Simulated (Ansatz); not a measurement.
Structure search for Al4Ru3

Theory: DFT PBE, scalar-relativistic, plane waves, PAW (Ansatz). All cells share a 420 eV cutoff and Γ-centred k meshes spaced at most about 0.3 Å⁻¹ (about 0.25 or finer for metals, 2π included). No spin polarisation.

Formation energies are uncorrected and refer to the elements' standard structures at the same level.

These are static total energies at zero pressure. Only the structures computed here compete, so a lower one can exist.

Invented guesses were relaxed alike, and ends that match in structure were merged. ΔE counts from the first row. Coordination counts all near atoms (those within 1.25 times the shortest distance at each site; a plus sign parts nearer from farther groups; a slash parts the counts of unlike sites). The ends were matched against large subsets of the Crystallography Open Database and the Materials Project, so a missing match doesn't prove that a structure is unreported.

```tsv
#	reached from	type and space group	atoms	Å³/atom	coordination	ΔE (meV/atom)	gap on mesh (eV)	in databases
1	a cell proposed by chemical analogy	I4/mmm (No. 139)	7	13.7	Al 14, Ru 14/8+6	0	0.00	no match
2	random cell	P4/mmm (No. 123)	7	15.1	Al 6+6, Ru 8+4/8+6	84	0.00	no match
3	a cell proposed by chemical analogy	R-3m (No. 166)	7	15.0	Al 5+6/7+6, Ru 8+3/8+6	170	0.00	no match
```

The lowest: Space group I4/mmm (No. 139), tetragonal, a = 3.074 Å, c = 20.365 Å. Al on its first site is surrounded by 4 Ru at 2.52 Å, 5 Al at 2.71–2.83 Å, 1 Ru at 2.89 Å and 4 Al at 3.07 Å; around Al on its second site lie 8 Ru at 2.62–2.67 Å and 6 Al at 2.83–3.07 Å; Ru on a site of symmetry 4mm has 4 Al at 2.52 Å, 4 Al at 2.67 Å, 1 Al at 2.89 Å and 5 Ru at 3.01–3.07 Å; Ru on a site of symmetry 4/mmm is surrounded by 8 Al at 2.62 Å and 6 Ru at 3.01–3.07 Å. Its energy over the elements is −0.66 eV/atom. Whether it is stable depends on the other phases of the system, which aren't compared here. An observed structure of this formula, if there is one, may be missing.

```cif
data_structure
_symmetry_space_group_name_H-M 'I4/mmm'
_symmetry_Int_Tables_number 139
_cell_length_a 3.0743
_cell_length_b 3.0743
_cell_length_c 20.3646
_cell_angle_alpha 90.000
_cell_angle_beta 90.000
_cell_angle_gamma 90.000
_cell_volume 192.47
loop_
_atom_site_label
_atom_site_type_symbol
_atom_site_symmetry_multiplicity
_atom_site_Wyckoff_symbol
_atom_site_fract_x
_atom_site_fract_y
_atom_site_fract_z
_atom_site_occupancy
Al1 Al 4 e 0.00000 0.00000 0.28970 1
Al2 Al 4 e 0.00000 0.00000 0.42852 1
Ru1 Ru 4 e 0.50000 0.50000 0.35223 1
Ru2 Ru 2 a 0.00000 0.00000 0.00000 1
```

The second: Space group P4/mmm (No. 123), tetragonal, a = 5.975 Å, c = 2.967 Å. Around Al lie 6 Ru at 2.57–2.58 Å and 6 Al at 2.96–3.01 Å; Ru on a site of symmetry mmm has 8 Al at 2.58 Å and 4 Ru at 2.97–2.99 Å; around Ru on a site of symmetry 4/mmm lie 8 Al at 2.57 Å and 6 Ru at 2.97–2.99 Å. Counting all near atoms, the first has Al 14, Ru 14/8+6 and the second has Al 6+6, Ru 8+4/8+6. Cells relaxed within their symmetry can be saddle points. Some candidate types were left out of the draw beforehand, so a known form may be missing.

The lowest structure is a stacking variant of the CsCl-type order known from RuAl: slabs of alternating Al and Ru layers, terminated by Al and joined through Al–Al double layers that take up the excess aluminium. Ru next to these junctions is drawn towards the outer Al, with contacts of 2.52 Å against 2.67 Å on its inner side. The clearly negative formation energy fits strong Al sp–Ru d bonding.

The number of such bonds doesn't explain the preference over the second structure, since Ru has eight close Al neighbours in both. Denser packing probably does, at 13.7 against 15.1 Å³/atom, although volume fails to order the two higher structures.

The same building principle gives Ru2Al3 in its Os2Al3-type form, with thinner slabs. Al4Ru3 thus looks like an intermediate member of a series between Ru2Al3 and RuAl, and its energy probably lies close to that of a mixture of the two. The binding relative to the elements is therefore no evidence of a separate compound.
